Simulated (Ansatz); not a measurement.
# CaF2 with scf.initial_density.chi_scale, scf.algorithm changed

All numbers are calculated (PBE, no spin polarisation, no spin-orbit coupling; Ansatz, PAW set soft_2, 420 eV, k-mesh 2×2×2), not measured. These are the settings of the reference run.

Cell:

```
cell
1.0
     0.0000    5.5118   -5.5118
     5.5118    5.5118    0.0000
     5.5118    0.0000   -5.5118
Ca F
8 16
Direct
  0.0000 0.5000 0.5000
  0.0000 0.0000 0.5000
  0.5000 0.5000 0.5000
  0.5000 0.0000 0.5000
  0.0000 0.5000 0.0000
  0.0000 0.0000 0.0000
  0.5000 0.5000 0.0000
  0.5000 0.0000 0.0000
  0.1250 0.1250 0.1250
  0.1250 0.6250 0.1250
  0.6250 0.1250 0.1250
  0.6250 0.6250 0.1250
  0.1250 0.1250 0.6250
  0.1250 0.6250 0.6250
  0.6250 0.1250 0.6250
  0.6250 0.6250 0.6250
  0.3750 0.3750 0.3750
  0.3750 0.8750 0.3750
  0.8750 0.3750 0.3750
  0.8750 0.8750 0.3750
  0.3750 0.3750 0.8750
  0.3750 0.8750 0.8750
  0.8750 0.3750 0.8750
  0.8750 0.8750 0.8750
```

The reference run of this cell is solved again as a single point with these keys changed:

| key | reference run | changed run |
| --- | --- | --- |
| scf.initial_density.chi_scale | not typed | 0.0 |
| scf.algorithm | not typed | direct_min |

Q: How far do the results move?

A: 

```
                                    quantity  reference run  changed run
energy, changed less reference (meV an atom)              0          0.0
                              pressure (GPa)            0.0          0.0
                        largest force (eV/Å)           0.00         0.00
                        gap on the mesh (eV)           7.14         7.14
```

The results hardly move, so these settings together matter little here, or the typed value is the one that the program takes anyway. It took 8 iterations.

Caveats: a single point, atoms not relaxed again; semilocal functionals make gaps too small and can close them.
